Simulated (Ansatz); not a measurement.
# AlGa3N4: the cost of one run

Method: DFT r2SCAN, scalar-relativistic, plane waves, PAW, in Ansatz 0.2.0.

1 further run of the same task is left out (set aside as unsound or not needed).

## (1) The structure to begin with

The structure is cubic, space group P-43m (No. 215). The conventional cell has a = 4.465 Å, b = 4.465 Å, c = 4.465 Å, α = 90.00°, β = 90.00°, γ = 90.00°. Around Al (site symmetry -43m) lie 4 N at 1.89 Å. Ga (site symmetry -42m) is surrounded by 4 N at 1.95 Å. N (site symmetry 3m) is surrounded by 1 Al at 1.89 Å and 3 Ga at 1.95 Å.

As a file:

```
Al Ga N
1.0
     4.46534    0.00000    0.00000
     0.00000    4.46534    0.00000
     0.00000    0.00000    4.46534
Al Ga N
1 3 4
Direct
  0.00000 0.00000 0.00000
  0.50000 0.50000 0.00000
  0.50000 0.00000 0.50000
  0.00000 0.50000 0.50000
  0.75535 0.75535 0.24465
  0.75535 0.24465 0.75535
  0.24465 0.75535 0.75535
  0.24465 0.24465 0.24465
```

It goes back to an entry of the Materials Project, which need not be the stable form.

It is the result of an earlier relaxation at this level (volume 11.13 Å³/atom; gap on the mesh: 2.82 eV).

## (2) The undisturbed cell

input.yaml reads:

```yaml
crystal:
  lattice:
    - [4.4653444468, 0.0, 0.0]
    - [0.0, 4.4653444468, 0.0]
    - [0.0, 0.0, 4.4653444468]
  atoms:
    - { symbol: Al, position: [0.0, 0.0, 0.0] }
    - { symbol: Ga, position: [0.5, 0.5, 0.0] }
    - { symbol: Ga, position: [0.5, 0.0, 0.5] }
    - { symbol: Ga, position: [0.0, 0.5, 0.5] }
    - { symbol: "N", position: [0.7553510551, 0.7553510551, 0.2446489449] }
    - { symbol: "N", position: [0.7553510551, 0.2446489449, 0.7553510551] }
    - { symbol: "N", position: [0.2446489449, 0.7553510551, 0.7553510551] }
    - { symbol: "N", position: [0.2446489449, 0.2446489449, 0.2446489449] }
basis:
  ecutwfc: 500
kpoints:
  mp_grid: { grid: [6, 6, 6] }
hamiltonian:
  xc: r2scan
scf:
  occupations: { method: gaussian, width: 0.05 }
output:
  forces: true
  stress: true
  eigenvalues: true
```

The run is started by

```
$ ansatz run input.yaml --threads 2 --pin off --max-ram 5120MiB --backend cpu --events-out ev --progress --plain --runs-dir out
```

Q: Estimate wall time and peak memory on 2 threads of Intel Xeon 6975P-C (Granite Rapids), shared host.

About 4 s, with a peak of 0.59 GiB.
